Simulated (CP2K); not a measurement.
# Ge (Cmmm) in CP2K: convergence with eps default

Aim: find how far eps default must go before the results for Ge settle, at PBE. This setting moves, with any that are tied to it; all else stays.

All numbers are computed with CP2K 2026.2; they aren't measurements. Logs are shortened: lines on timing, memory, paths and dates and some standing lists are left out, and cuts for length are marked.

**1. Starting point**

It takes space group Cmmm (No. 65, orthorhombic). The conventional cell has a = 2.794 Å, b = 5.201 Å, c = 2.698 Å, α = 90.00°, β = 90.00°, γ = 90.00°. Ge (site symmetry mmm) has 8 Ge at 2.70 to 2.95 Å as nearest neighbours.

This isn't the form of Ge at room conditions, which is diamond.

**2. With eps default 1.0E-6**

ge_converge.inp

```
&GLOBAL
  PROJECT ge_converge
  RUN_TYPE ENERGY_FORCE
  PRINT_LEVEL LOW
&END GLOBAL
&FORCE_EVAL
  METHOD QS
  STRESS_TENSOR ANALYTICAL
  &DFT
    BASIS_SET_FILE_NAME BASIS_MOLOPT_UZH
    POTENTIAL_FILE_NAME POTENTIAL_UZH
    &MGRID
      CUTOFF 450
      REL_CUTOFF 60
      NGRIDS 5
    &END MGRID
    &QS
      METHOD GPW
      EPS_DEFAULT 1.0E-6
    &END QS
    &KPOINTS
      SCHEME MONKHORST-PACK 8 8 8
      GAMMA_CENTERED T
      SYMMETRY T
      SYMMETRY_BACKEND SPGLIB
    &END KPOINTS
    &SCF
      SCF_GUESS ATOMIC
      EPS_SCF 1.0E-6
      MAX_SCF 100
      ADDED_MOS 8
      CHOLESKY OFF
      EPS_EIGVAL 1.0E-7
      &DIAGONALIZATION ON
        ALGORITHM STANDARD
      &END DIAGONALIZATION
      &MIXING ON
        METHOD BROYDEN_MIXING
        ALPHA 0.4
        BETA 1.5
        NBUFFER 8
      &END MIXING
      &SMEAR ON
        METHOD FERMI_DIRAC
        ELECTRONIC_TEMPERATURE [K] 300.557
      &END SMEAR
    &END SCF
    &XC
      &XC_FUNCTIONAL
        &GGA_X_PBE
        &END GGA_X_PBE
        &GGA_C_PBE
        &END GGA_C_PBE
      &END XC_FUNCTIONAL
    &END XC
    &PRINT
      &KPOINTS ON
      &END KPOINTS
      &MULLIKEN ON
      &END MULLIKEN
      &MO ON
        ENERGIES T
        OCCUPATION_NUMBERS T
        &EACH
          QS_SCF 0
        &END EACH
        ADD_LAST NUMERIC
      &END MO
    &END PRINT
  &END DFT
  &SUBSYS
    &CELL
      A 2.9520685620 0.0000000000 0.0000000000
      B -1.6295888924 2.4615338381 0.0000000000
      C 0.0000000000 0.0000000000 2.6982310000
      PERIODIC XYZ
    &END CELL
    &COORD
      Ge  0.6612398348 1.2307669190 0.0000000000
    &END COORD
    &KIND Ge
      BASIS_SET TZVP-MOLOPT-PBE-GTH-q4
      POTENTIAL GTH-PBE-q4
    &END KIND
    &PRINT
      &ATOMIC_COORDINATES ON
      &END ATOMIC_COORDINATES
      &CELL ON
      &END CELL
    &END PRINT
  &END SUBSYS
  &PRINT
    &FORCES ON
    &END FORCES
    &STRESS_TENSOR ON
    &END STRESS_TENSOR
  &END PRINT
&END FORCE_EVAL
```

Potentials or basis: POTENTIAL_UZH Ge GTH-PBE-q4; TZVP-MOLOPT-PBE-GTH basis.

The run is started by

```sh
> OMP_NUM_THREADS=1 cp2k.psmp -i ge_converge.inp -o ge_converge.out
```

Wall time 11 s (1 thread of Intel Xeon Platinum 8375C at 2.90GHz (Ice Lake), shared host); peak memory 0.24 GiB.

Results:

* Free energy: -106.7242 eV
* Pressure: -0.2 GPa
* Band gap on the k mesh: none (metal or under the smearing width)

**3. With eps default 1.0E-7**

ge_converge.inp: that of step 2 with these lines changed.

```diff
@@ -18,3 +18,3 @@
       METHOD GPW
-      EPS_DEFAULT 1.0E-6
+      EPS_DEFAULT 1.0E-7
     &END QS
```

Potentials or basis: POTENTIAL_UZH Ge GTH-PBE-q4; TZVP-MOLOPT-PBE-GTH basis.

The run is started by

```sh
> OMP_NUM_THREADS=1 cp2k.psmp -i ge_converge.inp -o ge_converge.out
```

Wall time 10 s (1 thread of Intel Xeon Platinum 8375C at 2.90GHz (Ice Lake), shared host); peak memory 0.25 GiB.

What came out:

| Property | Result |
| --- | --- |
| Free energy | -106.7231 eV |
| Pressure | -0.1 GPa |
| Band gap on the k mesh | none (metal or under the smearing width) |

**4. With eps default 1.0E-8**

ge_converge.inp: that of step 3 with these lines changed.

```diff
@@ -18,3 +18,3 @@
       METHOD GPW
-      EPS_DEFAULT 1.0E-7
+      EPS_DEFAULT 1.0E-8
     &END QS
```

The run is started by

```sh
> OMP_NUM_THREADS=1 cp2k.psmp -i ge_converge.inp -o ge_converge.out
```

Run time: 11 s. Hardware: 1 thread of Intel Xeon Platinum 8375C at 2.90GHz (Ice Lake), shared host; peak memory 0.25 GiB.

What came out:

```yaml
Free_energy: -106.7231 eV
Pressure: -0.1 GPa
Band_gap_on_the_k_mesh: none (metal or under the smearing width)
```

**5. With eps default 1.0E-9**

ge_converge.inp: that of step 4 with these lines changed.

```diff
@@ -18,3 +18,3 @@
       METHOD GPW
-      EPS_DEFAULT 1.0E-8
+      EPS_DEFAULT 1.0E-9
     &END QS
```

The run is started by

```sh
> OMP_NUM_THREADS=1 cp2k.psmp -i ge_converge.inp -o ge_converge.out
```

It took 13 s on 1 thread of Intel Xeon Platinum 8375C at 2.90GHz (Ice Lake), shared host; peak memory 0.25 GiB.

What came out:

```yaml
Free_energy: -106.7231 eV
Pressure: -0.1 GPa
Band_gap_on_the_k_mesh: none (metal or under the smearing width)
```

**6. With eps default 1.0E-10**

ge_converge.inp: that of step 5 with these lines changed.

```diff
@@ -18,3 +18,3 @@
       METHOD GPW
-      EPS_DEFAULT 1.0E-9
+      EPS_DEFAULT 1.0E-10
     &END QS
```

Potentials or basis: POTENTIAL_UZH Ge GTH-PBE-q4; TZVP-MOLOPT-PBE-GTH basis.

The run is started by

```sh
> OMP_NUM_THREADS=1 cp2k.psmp -i ge_converge.inp -o ge_converge.out
```

Run time: 17 s. Hardware: 1 thread of Intel Xeon Platinum 8375C at 2.90GHz (Ice Lake), shared host; peak memory 0.26 GiB.

The run converged. Its results:

```
Free energy            : -106.7231 eV
Pressure               : -0.1 GPa
Band gap on the k mesh : none (metal or under the smearing width)
```

**7. With eps default 1.0E-11**

ge_converge.inp: that of step 6 with these lines changed.

```diff
@@ -18,3 +18,3 @@
       METHOD GPW
-      EPS_DEFAULT 1.0E-10
+      EPS_DEFAULT 1.0E-11
     &END QS
```

The run is started by

```sh
> OMP_NUM_THREADS=1 cp2k.psmp -i ge_converge.inp -o ge_converge.out
```

It took 18 s on 1 thread of Intel Xeon Platinum 8375C at 2.90GHz (Ice Lake), shared host; peak memory 0.26 GiB.

It converged, with:

```yaml
Free_energy: -106.7231 eV
Pressure: -0.1 GPa
Band_gap_on_the_k_mesh: none (metal or under the smearing width)
```

**8. With eps default 1.0E-12**

ge_converge.inp: that of step 7 with these lines changed.

```diff
@@ -18,3 +18,3 @@
       METHOD GPW
-      EPS_DEFAULT 1.0E-11
+      EPS_DEFAULT 1.0E-12
     &END QS
```

Potentials or basis: POTENTIAL_UZH Ge GTH-PBE-q4; TZVP-MOLOPT-PBE-GTH basis.

The run is started by

```sh
> OMP_NUM_THREADS=1 cp2k.psmp -i ge_converge.inp -o ge_converge.out
```

ge_converge.out:

```text

 CP2K| version string:                                       CP2K version 2026.2
 CP2K| Input file name                                           ge_converge.inp

 GLOBAL| Force Environment number                                              1
 GLOBAL| Basis set file name                                    BASIS_MOLOPT_UZH
 GLOBAL| Potential file name                                       POTENTIAL_UZH
 GLOBAL| MM Potential file name                                     MM_POTENTIAL
 GLOBAL| Coordinate file name                                      __STD_INPUT__
 GLOBAL| Method name                                                        CP2K
 GLOBAL| Project name                                                ge_converge
 GLOBAL| Run type                                                   ENERGY_FORCE
 GLOBAL| FFT library                                                       FFTW3
[... 6 lines left out ...]
 GLOBAL| Total number of message passing processes                             1
 GLOBAL| Number of threads for this process                                    1
 GLOBAL| CPU model name            Intel(R) Xeon(R) Platinum 8375C CPU @ 2.90GHz

 CELL| Volume [angstrom^3]:                                            19.607010
 CELL| Vector a [angstrom]:       2.952     0.000     0.000   |a| =     2.952069
 CELL| Vector b [angstrom]:      -1.630     2.462     0.000   |b| =     2.952069
 CELL| Vector c [angstrom]:       0.000     0.000     2.698   |c| =     2.698231
 CELL| Angle (b,c), alpha [degree]:                                    90.000000
 CELL| Angle (a,c), beta  [degree]:                                    90.000000
 CELL| Angle (a,b), gamma [degree]:                                   123.505425
 CELL| Numerically orthorhombic:                                              NO
 CELL| Periodicity                                                           XYZ

 CELL_REF| Volume [angstrom^3]:                                        19.607010
 CELL_REF| Vector a [angstrom     2.952     0.000     0.000   |a| =     2.952069
 CELL_REF| Vector b [angstrom    -1.630     2.462     0.000   |b| =     2.952069
 CELL_REF| Vector c [angstrom     0.000     0.000     2.698   |c| =     2.698231
 CELL_REF| Angle (b,c), alpha [degree]:                                90.000000
 CELL_REF| Angle (a,c), beta  [degree]:                                90.000000
 CELL_REF| Angle (a,b), gamma [degree]:                               123.505425
 CELL_REF| Numerically orthorhombic:                                          NO
 CELL_REF| Periodicity                                                       XYZ
[... 9 lines left out ...]
 TOTAL NUMBERS AND MAXIMUM NUMBERS

  Total number of            - Atomic kinds:                                   1
                             - Atoms:                                          1
                             - Shell sets:                                     1
                             - Shells:                                         7
                             - Primitive Cartesian functions:                  4
                             - Cartesian basis functions:                     18
                             - Spherical basis functions:                     17

  Maximum angular momentum of the orbital basis functions:                     2

 MODULE QUICKSTEP: ATOMIC COORDINATES IN ANGSTROM

   Atom Kind Element         X             Y             Z       Z(eff)     Mass
      1    1 Ge   32      0.661240      1.230767      0.000000   4.0000  72.6400

 SCF PARAMETERS         Density guess:                                    ATOMIC
                        --------------------------------------------------------
                        max_scf:                                             100
[... 7 lines left out ...]
                        --------------------------------------------------------
                        level_shift [a.u.]:                             0.000000
                        added MOs                                         8    0
                        --------------------------------------------------------
                        Mixing method:                            BROYDEN_MIXING
                                                charge density mixing in g-space
                        --------------------------------------------------------
[... 71 lines left out ...]

 SCF WAVEFUNCTION OPTIMIZATION

  Step     Update method      Time    Convergence         Total energy    Change
  ------------------------------------------------------------------------------
     1 NoMix/Diag. 0.40E+00    1.3     0.60523109        -4.0131072219 -4.01E+00
     2 Broy./Diag. 0.40E+00    1.8     0.00163573        -4.0088011795  4.31E-03
     3 Broy./Diag. 0.40E+00    2.1     0.00638795        -3.9368432674  7.20E-02
     4 Broy./Diag. 0.40E+00    2.0     0.00216837        -3.9264234711  1.04E-02
     5 Broy./Diag. 0.40E+00    2.2     0.00142338        -3.9226227454  3.80E-03
     6 Broy./Diag. 0.40E+00    2.0     0.00015730        -3.9220294899  5.93E-04
     7 Broy./Diag. 0.40E+00    1.4     0.00001566        -3.9219853483  4.41E-05
     8 Broy./Diag. 0.40E+00    1.3     0.00002589        -3.9220009965 -1.56E-05
     9 Broy./Diag. 0.40E+00    1.3     0.00000222        -3.9220035754 -2.58E-06
    10 Broy./Diag. 0.40E+00    1.5     0.00000168        -3.9220032399  3.36E-07
    11 Broy./Diag. 0.40E+00    1.6     0.00000033        -3.9220025523  6.88E-07

  *** SCF run converged in    11 steps ***

  Electronic density on regular grids:         -4.0000000000        0.0000000000
  Core density on regular grids:                4.0000000000       -0.0000000000
  Total charge density on r-space grids:        0.0000000000
  Total charge density g-space grids:           0.0000000000

  Overlap energy of the core charge distribution:               0.00000000009601
  Self energy of the core charge distribution:                 -8.35150939892371
  Core Hamiltonian energy:                                      1.88879518625497
  Hartree energy:                                               3.69261096174689
  Exchange-correlation energy:                                 -1.15187560964616
  Electronic entropic energy:                                  -0.00002369188111
  Fermi energy:                                                 0.21326533926066

  Total energy:                                                -3.92200255233959
  Total energy (extrapolated to T->0):                         -3.92199070639904

 MO| EIGENVALUES AND OCCUPATION NUMBERS FOR K POINT 1
 MO|
 MO|  Index      Eigenvalue [a.u.]        Eigenvalue [eV]             Occupation
 MO|      1               0.028252               0.768769               2.000000
 MO|      2               0.141679               3.855284               2.000000
 MO|      3               0.226050               6.151121               0.000003
 MO|      4               0.263698               7.175599               0.000000
 MO|      5               0.498653              13.569039               0.000000
 MO|      6               0.604856              16.458979               0.000000
 MO|      7               0.984254              26.782912               0.000000
 MO|      8               1.065196              28.985448               0.000000
 MO|      9               1.270581              34.574257               0.000000
 MO|     10               1.361016              37.035133               0.000000
 MO| Sum:                                                               4.000003
 MO| E(Fermi):            0.213265 a.u.          5.803245 eV
 MO| Band gap:            0.084370 a.u.          2.295836 eV
[... 207 lines left out ...]
 MO|  Index      Eigenvalue [a.u.]        Eigenvalue [eV]             Occupation
 MO|      1              -0.088222              -2.400636               2.000000
 MO|      2               0.049070               1.335271               2.000000
 MO|      3               0.260545               7.089798               0.000000
 MO|      4               0.606397              16.500890               0.000000
 MO|      5               0.627465              17.074195               0.000000
 MO|      6               0.834372              22.704418               0.000000
 MO|      7               0.896476              24.394346               0.000000
 MO|      8               0.967721              26.333026               0.000000
 MO|      9               1.126845              30.663000               0.000000
 MO|     10               1.165005              31.701407               0.000000
 MO| Sum:                                                               4.000000
 MO| E(Fermi):            0.213265 a.u.          5.803245 eV
 MO| Band gap:            0.211475 a.u.          5.754527 eV

 [... the levels of further k-points ...]

 !-----------------------------------------------------------------------------!
                     Mulliken Population Analysis

 #  Atom  Element  Kind  Atomic population                           Net charge
       1     Ge       1          4.000000                              0.000000
 # Total charge                              4.000000                  0.000000

 !-----------------------------------------------------------------------------!

 ENERGY| Total FORCE_EVAL ( QS ) energy [hartree]             -3.922002151751423

 FORCES| Atomic forces [hartree/bohr]
 FORCES|   Atom     x               y               z               |f|
 FORCES|      1 -3.39620720E-16 -1.48520927E-15 -3.71748725E-16   1.56824294E-15
 FORCES| Sum    -3.39620720E-16 -1.48520927E-15 -3.71748725E-16
 FORCES| Total atomic force                                       1.56824294E-15

 STRESS| Analytical stress tensor [bar]
 STRESS|                        x                   y                   z
 STRESS|      x        2.03799252734E+03   1.30032844088E+04   1.32204776536E-10
 STRESS|      y        1.30032844088E+04   1.92547969550E+04   3.66797943362E-11
 STRESS|      z        1.32204776536E-10   3.66797943362E-11  -2.29560608596E+04
 STRESS| 1/3 Trace                                            -5.54423792426E+02
 STRESS| Determinant                                           2.98071303571E+12

 STRESS| Eigenvectors and eigenvalues of the analytical stress tensor [bar]
 STRESS|                        1                   2                   3
 STRESS| Eigenvalues  -2.29560608596E+04  -4.94815539957E+03   2.62409448819E+04
 STRESS|      x          -0.000000000000      0.880912453261      0.473279251277
 STRESS|      y           0.000000000000     -0.473279251277      0.880912453261
 STRESS|      z           1.000000000000      0.000000000000      0.000000000000
```

Wall time 22 s (1 thread of Intel Xeon Platinum 8375C at 2.90GHz (Ice Lake), shared host); peak memory 0.26 GiB.

Results:

```
Free energy            : -106.7231 eV
Pressure               : -0.1 GPa
Band gap on the k mesh : none (metal or under the smearing width)
```

**9. Result**

```
eps default  energy less the tightest run, at zero smearing (meV/atom)  pressure (GPa)  SCF cycles  CPU time (s)  peak memory (GiB)
     1.0E-6                                                      -1.12           -0.15          11            10               0.24
     1.0E-7                                                      -0.04           -0.06          11           9.9               0.25
     1.0E-8                                                      -0.03           -0.06          11            10               0.25
     1.0E-9                                                      -0.01           -0.06          11            13               0.25
    1.0E-10                                                       0.00           -0.06          11            17               0.26
    1.0E-11                                                       0.00           -0.06          11            17               0.26
    1.0E-12                                                       0.00           -0.06          11            22               0.26
```

Against the tightest run, the energy stays within 1 meV/atom from 1.0E-7 on; the pressure stays within 0.1 GPa from 1.0E-6 on. The tightest run that finished is the yardstick and may itself not be fully converged.

Caveats: the basis of atomic orbitals isn't converged, which shifts pressures, moduli and gaps.
